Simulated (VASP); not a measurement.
# InPd (Pm-3m) in VASP: single point with LDA

Aim: the single point of InPd with LDA.

Everything below comes from runs of VASP 6.6.1. Logs are shortened: lines on timing, memory, paths and dates and some standing lists are left out, and cuts for length are marked.

## (1) The crystal as given

The structure is cubic, space group Pm-3m (No. 221). Conventional cell: a = 3.218 Å, b = 3.218 Å, c = 3.218 Å, α = 90.00°, β = 90.00°, γ = 90.00°. In (site symmetry m-3m) is surrounded by 8 Pd at 2.79 Å. Pd (site symmetry m-3m) is surrounded by 8 In at 2.79 Å.

The cell comes from a database or a generator and needn't be the stable form of this composition.

## (2) Single point, LDA

INCAR reads:

```
SYSTEM = InPd
  PREC = Accurate
  ENCUT = 520
  EDIFF = 1E-7
  ISMEAR = 1
  SIGMA = 0.1
  LREAL = .FALSE.
  LASPH = .TRUE.
  NELM = 80
  ALGO = Normal
  ISIF = 2
  LWAVE = .FALSE.
  LCHARG = .FALSE.
  GGA = CA
  NBANDS = 18
  ICORELEVEL = 1
```

KPOINTS reads:

```
regular mesh
0
G
  9 9 29
  0 0 0
```

POSCAR reads:

```
InPd
1.0
    4.5515685700      0.0000000000      0.0000000000
   -2.2757842800      3.9417740100      0.0000000000
    2.2757842800      1.3139246700      1.8581700900
In Pd
1 1
Direct
    0.0000000000      0.0000000000      0.0000000000
    0.0000000000      0.5000000000      0.5000000000
```

Potentials or basis: VASP PAW LDA potentials, release 64 (In_d, Pd).

The run is started by

```bash
$ cat potpaw_LDA.64/In_d/POTCAR potpaw_LDA.64/Pd/POTCAR > POTCAR
$ mpirun -np 1 vasp_std > vasp.out
```

OUTCAR:

```text
SYSTEM = InPd
   PREC = Accurate
   ENCUT = 520
   EDIFF = 1E-7
   ISMEAR = 1
   LREAL = .FALSE.
   LASPH = .TRUE.
   NELM = 80
   ISIF = 2
   GGA = CA

 ion  position               nearest neighbor table
   1  0.000  0.000  0.000-   2 2.79   2 2.79   2 2.79   2 2.79   2 2.79   2 2.79   2 2.79
   2  0.000  0.500  0.500-   1 2.79   1 2.79   1 2.79   1 2.79   1 2.79   1 2.79   1 2.79

  LATTYP: Found a simple cubic cell.
 ALAT       =     3.2184450030

  Lattice vectors:

 A1 = (   0.0000000100,   2.6278493400,  -1.8581700900)
 A2 = (  -2.2757842900,   1.3139246700,   1.8581700900)
 A3 = (   2.2757842800,   1.3139246700,   1.8581700900)

Analysis of symmetry for initial positions (statically):
=====================================================================
 Subroutine PRICEL returns:
 Original cell was already a primitive cell.

 Routine SETGRP: Setting up the symmetry group for a
 simple cubic supercell.

 Subroutine GETGRP returns: Found 48 space group operations
 (whereof 48 operations were pure point group operations)
 out of a pool of 48 trial point group operations.

The static configuration has the point symmetry O_h .

Analysis of symmetry for dynamics (positions and initial velocities):
=====================================================================
 Subroutine PRICEL returns:
 Original cell was already a primitive cell.

 Routine SETGRP: Setting up the symmetry group for a
 simple cubic supercell.

 Subroutine GETGRP returns: Found 48 space group operations
 (whereof 48 operations were pure point group operations)
 out of a pool of 48 trial point group operations.

The dynamic configuration has the point symmetry O_h .

 Subroutine INISYM returns: Found 48 space group operations
 (whereof 48 operations are pure point group operations),
 and found     1 'primitive' translations

----------------------------------------------------------------------------------------

                                     Primitive cell

  volume of cell :      33.3379

  direct lattice vectors                    reciprocal lattice vectors
     4.551568570  0.000000000  0.000000000     0.219704479  0.126846440 -0.358775910
    -2.275784280  3.941774010  0.000000000     0.000000000  0.253692880 -0.179387955
     2.275784280  1.313924670  1.858170090     0.000000000  0.000000000  0.538163866

  length of vectors
     4.551568570  4.551568569  3.218444999     0.439408956  0.310709053  0.538163866

  position of ions in fractional coordinates (direct lattice)
     0.000000000  0.000000000  0.000000000
     0.000000000  0.500000000  0.500000000

  ion indices of the primitive-cell ions
   primitive index   ion index
                 1           1
                 2           2

----------------------------------------------------------------------------------------

 KPOINTS: regular mesh

Automatic generation of k-mesh.
 Grid dimensions read from file:
 generate k-points for:    9    9   29

 Generating k-lattice:

  Cartesian coordinates                     Fractional coordinates (reciprocal lattice)
     0.024411609  0.014094049 -0.039863990     0.111111111  0.000000000  0.000000000
     0.000000000  0.028188098 -0.019931995     0.000000000  0.111111111  0.000000000
     0.000000000  0.000000000  0.018557375     0.000000000  0.000000000  0.034482759

  Length of vectors
     0.048823217  0.034523228  0.018557375

  Shift w.r.t. Gamma in fractional coordinates (k-lattice)
     0.000000000  0.000000000  0.000000000

 -----------------------------------------------------------------------------
|                                                                             |
|           W    W    AA    RRRRR   N    N  II  N    N   GGGG   !!!           |
|           W    W   A  A   R    R  NN   N  II  NN   N  G    G  !!!           |
|           W    W  A    A  R    R  N N  N  II  N N  N  G       !!!           |
|           W WW W  AAAAAA  RRRRR   N  N N  II  N  N N  G  GGG   !            |
|           WW  WW  A    A  R   R   N   NN  II  N   NN  G    G                |
|           W    W  A    A  R    R  N    N  II  N    N   GGGG   !!!           |
|                                                                             |
|     Your reciprocal lattice and k-lattice belong to different lattice       |
|     classes:                                                                |
|                                                                             |
|        The reciprocal lattice is simple cubic,                              |
|        whereas your k-lattice is base-centered monoclinic.                  |
|                                                                             |
|     Results are often still useful ...                                      |
|                                                                             |
 -----------------------------------------------------------------------------

 WARNING: IBZKPT: internal override: KBLOWUP is changed to .FALSE.
      ... skipping the blow-up phase ...

 Subroutine IBZKPT returns following result:
 ===========================================

 Found    645 irreducible k-points:

 Following reciprocal coordinates:
            Coordinates               Weight
  0.000000  0.000000  0.000000      1.000000
  0.111111 -0.000000 -0.000000      4.000000
  0.222222 -0.000000 -0.000000      4.000000
  0.333333  0.000000 -0.000000      4.000000
  0.444444 -0.000000 -0.000000      4.000000
  0.000000  0.111111  0.000000      4.000000
[... 16 lines left out ...]
 -0.222222  0.000000  0.034483      2.000000
 -0.111111  0.000000  0.034483      2.000000
 [... further k-points ...]
   k-points           NKPTS =    645   k-points in BZ     NKDIM =    645   number of bands    NBANDS=     18
   number of dos      NEDOS =    301   number of ions     NIONS =      2
   total plane-waves  NPLWV =  31104
   dimension x,y,z NGX =    36 NGY =   36 NGZ =   24
   dimension x,y,z NGXF=    72 NGYF=   72 NGZF=   48
   ions per type =               1   1
   NGX,Y,Z   is equivalent  to a cutoff of  13.15, 13.15, 12.40 a.u.
   NGXF,Y,Z  is equivalent  to a cutoff of  26.30, 26.30, 24.79 a.u.
 SYSTEM =  InPd
   PREC   = accura    normal or accurate (medium, high low for compatibility)
   ISTART =      0    job   : 0-new  1-cont  2-samecut
   ICHARG =      2    charge: 1-file 2-atom 10-const
   ISPIN  =      1    spin polarized calculation?
   LNONCOLLINEAR =      F non collinear calculations
   LSORBIT =      F    spin-orbit coupling
   LASPH  =      T    aspherical Exc in radial PAW
   ENCUT  =  520.0 eV  38.22 Ry    6.18 a.u.   8.46  8.46  5.98*2*pi/ulx,y,z
   NELM   =     80;   NELMIN=  2; NELMDL= -5     # of ELM steps
   EDIFF  = 0.1E-06   stopping-criterion for ELM
   LREAL  =      F    real-space projection
   EDIFFG = 0.1E-05   stopping-criterion for IOM
   NSW    =      0    number of steps for IOM
   IBRION =     -1    ionic relax: 0-MD 1-quasi-New 2-CG
   NFREE  =      0    steps in history (QN), initial steepest desc. (CG)
   ISIF   =      2    stress and relaxation
   ISYM   =      2    0-nonsym 1-usesym 2-fastsym
   POTIM  = 0.5000    time-step for ionic-motion
   TEBEG  =    0.0;   TEEND  =   0.0 temperature during run
   PSTRESS=    0.0 pullay stress
   NELECT =      23.0000    total number of electrons
   NUPDOWN=      -1.0000    fix difference up-down
   EMIN   =  10.00;   EMAX   =-10.00  energy-range for DOS
   EFERMI =   0.00;   METHOD = LEGACY
   ISMEAR =     1;   SIGMA  =   0.10  broadening in eV -4-tet -1-fermi 0-gaus
   EFERMI_NEDOS =   21; number of points for ismear=-14 and -15
   IALGO  =     38    algorithm
   IMIX   =      4    mixing-type and parameters
     AMIX     =   0.40;   BMIX     =  1.00
     AMIX_MAG =   1.60;   BMIX_MAG =  1.00
  volume/ion in A,a.u.               =      16.67       112.49
  Fermi-wavevector in a.u.,A,eV,Ry     =   1.446565  2.733612 28.470884  2.092551
  Thomas-Fermi vector in A             =   2.564619
   LORBIT       =      0    0 simple, 1 ext, 2 COOP (PROOUT), +10 PAW based schemes
   GGA     = CA    functional components
   LHFCALC =     F    Hartree Fock is set to
   AEXX    =    0.0000 exact exchange contribution
   IVDW    =     0    specifies the selected vdW correction
   LEPSILON=     F    determine dielectric tensor
   LRPA    =     F    only Hartree local field effects (RPA)
 non-spin polarized calculation
 Methfessel and Paxton  Order N= 1 SIGMA  =   0.10
  energy-cutoff  :      520.00
  volume of cell :       33.34
 maximum number of plane-waves:       919
 NGX is ok and might be reduce to    36
   NGX = 17   NGY = 17   NGZ = 11

 number of electron      23.0000001 magnetization

 Free energy of the ion-electron system (eV)
  ---------------------------------------------------
  ext. energy  EPLUGINS =         0.00000000
  ---------------------------------------------------
  free energy    TOTEN  =       -10.79655983 eV

  energy without entropy =      -10.79644268  energy(sigma->0) =      -10.79652078

 the core state eigenenergies are
   1-  1s -27574.4656  2s  -4121.0849  2p  -3703.4001  3s   -769.4587  3p   -632.1121
       3d   -417.4511  4s   -103.8277  4p    -62.6765
   2-  1s -24015.1234  2s  -3500.9161  2p  -3142.8063  3s   -621.2695  3p   -503.0738
       3d   -314.0836  4s    -73.1603  4p    -39.1833

 E-fermi :  11.1009     XC(G=0): -12.8187

 val. band max:       11.1006425649   @ k =   0.0000   0.4444   0.3448
 cond. band min:      11.1076264656   @ k =   0.4444   0.4444   0.1034
 fundamental gap:      0.0069839007
 Fermi energy:        11.1008900041

 k-point     1 :       0.0000    0.0000    0.0000
  band No.  band energies     occupation
      1      -3.9983      2.00000
      2      -3.9983      2.00000
      3      -3.5221      2.00000
      4      -3.5221      2.00000
      5      -3.5221      2.00000
      6       0.4917      2.00000
[... 10 lines left out ...]
     17      22.0705      0.00000
     18      27.1554      0.00000

 k-point     2 :       0.1111   -0.0000   -0.0000
  band No.  band energies     occupation
      1      -3.9629      2.00000
      2      -3.9214      2.00000
      3      -3.5539      2.00000
      4      -3.5414      2.00000
      5      -3.5245      2.00000
      6       0.8994      2.00000
[... 10 lines left out ...]
     17      23.2606      0.00000
     18      26.1365      0.00000

 k-point     3 :       0.2222   -0.0000   -0.0000
  band No.  band energies     occupation
      1      -3.8850      2.00000
      2      -3.7191      2.00000
      3      -3.6588      2.00000
      4      -3.5907      2.00000
      5      -3.5515      2.00000
      6       2.0775      2.00000
[... 10 lines left out ...]
     17      25.1157      0.00000
     18      26.1581      0.00000

 k-point     4 :       0.3333    0.0000   -0.0000
  band No.  band energies     occupation
      1      -3.8212      2.00000
      2      -3.8085      2.00000
      3      -3.6474      2.00000
      4      -3.6178      2.00000
      5      -3.4737      2.00000
      6       3.6841      2.00000
[... 10 lines left out ...]
     17      23.6118      0.00000
     18      24.8889      0.00000

 k-point     5 :       0.4444   -0.0000   -0.0000
  band No.  band energies     occupation
      1      -3.9297      2.00000
      2      -3.7848      2.00000
      3      -3.6849      2.00000
      4      -3.6804      2.00000
      5      -3.3033      2.00000
      6       4.4986      2.00000
[... 10 lines left out ...]
     17      22.5950      0.00000
     18      24.8812      0.00000

 k-point     6 :       0.0000    0.1111    0.0000
  band No.  band energies     occupation
      1      -3.9897      2.00000
      2      -3.9505      2.00000
      3      -3.5364      2.00000
      4      -3.5364      2.00000
      5      -3.5174      2.00000
      6       0.6962      2.00000
[... 307 lines left out ...]
 k-point    21 :      -0.4444    0.0000    0.0345
  band No.  band energies     occupation
      1      -3.9428      2.00000
      2      -3.7759      2.00000
      3      -3.6911      2.00000
      4      -3.6904      2.00000
      5      -3.2826      2.00000
      6       4.5484      2.00000
[... 10 lines left out ...]
     17      22.4072      0.00000
     18      24.9937      0.00000

 k-point    22 :      -0.3333    0.0000    0.0345
  band No.  band energies     occupation
      1      -3.8576      2.00000
      2      -3.7969      2.00000
      3      -3.6640      2.00000
      4      -3.6432      2.00000
      5      -3.4070      2.00000
      6       4.0955      2.00000
[... 10 lines left out ...]
     17      23.1140      0.00000
     18      24.4739      0.00000

 k-point    23 :      -0.2222    0.0000    0.0345
  band No.  band energies     occupation
      1      -3.8557      2.00000
      2      -3.7041      2.00000
      3      -3.6422      2.00000
      4      -3.6103      2.00000
      5      -3.5717      2.00000
      6       2.5803      2.00000
[... 10 lines left out ...]
     17      24.6176      0.00000
     18      25.9514      0.00000

 k-point    24 :      -0.1111    0.0000    0.0345
  band No.  band energies     occupation
      1      -3.9358      2.00000
      2      -3.8687      2.00000
      3      -3.5783      2.00000
      4      -3.5559      2.00000
      5      -3.5312      2.00000
      6       1.2073      2.00000
[... 10 lines left out ...]
     17      24.2704      0.00000
     18      25.2848      0.00000

 [... further k-points ...]
[... 5 lines left out ...]
  --------------------------------------------------------------------------------------
  -------------------------------------------------------------------------------------
  Total       -0.0078719     -0.0078719     -0.0078719     -0.0000000     -0.0000000      0.0000000
  in kB       -0.3783133     -0.3783133     -0.3783133     -0.0000000     -0.0000000      0.0000000
  external PRESSURE =      -0.3783133 kB  Pullay stress =       0.0000000 kB

 VOLUME and BASIS-vectors are now :
 -----------------------------------------------------------------------------
  energy-cutoff  :      520.00
  volume of cell :       33.34
      direct lattice vectors                 reciprocal lattice vectors
     4.551568570  0.000000000  0.000000000     0.219704479  0.126846440 -0.358775910
    -2.275784280  3.941774010  0.000000000     0.000000000  0.253692880 -0.179387955
     2.275784280  1.313924670  1.858170090     0.000000000  0.000000000  0.538163866

 POSITION                                       TOTAL-FORCE (eV/Angst)
 -----------------------------------------------------------------------------------
      0.00000      0.00000      0.00000        -0.000000     -0.000000      0.000000
      0.00000      2.62785      0.92909         0.000000      0.000000      0.000000
 -----------------------------------------------------------------------------------
    total drift:                                0.000000      0.000000      0.000000

  FREE ENERGIE OF THE ION-ELECTRON SYSTEM (eV)
  ---------------------------------------------------
  free  energy   TOTEN  =       -10.7965598257 eV

  energy  without entropy=      -10.7964426833  energy(sigma->0) =      -10.79652078
```

Wall time 4.8 min (1 thread of Intel Xeon Platinum 8488C (Sapphire Rapids), shared host); peak memory 0.5 GiB.

Results:

```yaml
Free_energy: -10.7966 eV
Pressure: 0.0 GPa
Band_gap_on_the_k_mesh: none (metal or under the smearing width)
```

Levels at points of the mesh, in eV from the Fermi level:
| k point | band 8 | band 9 | band 10 | band 11 | band 12 | band 13 | band 14 | band 15 | band 16 | band 17 |
| --- | --- | --- | --- | --- | --- | --- | --- | --- | --- | --- |
| (0.00, 0.00, 0.00) | -4.12 | -2.46 | -2.46 | -2.46 | 4.14 | 4.14 | 4.14 | 9.85 | 10.97 | 10.97 |

Core levels (eV, on the scale of the bands):
| atom | levels |
| --- | --- |
| 1 In | 1s -27574.5, 2s -4121.1, 2p -3703.4, 3s -769.5, 3p -632.1, 3d -417.5, 4s -103.8, 4p -62.7 |
| 2 Pd | 1s -24015.1, 2s -3500.9, 2p -3142.8, 3s -621.3, 3p -503.1, 3d -314.1, 4s -73.2, 4p -39.2 |
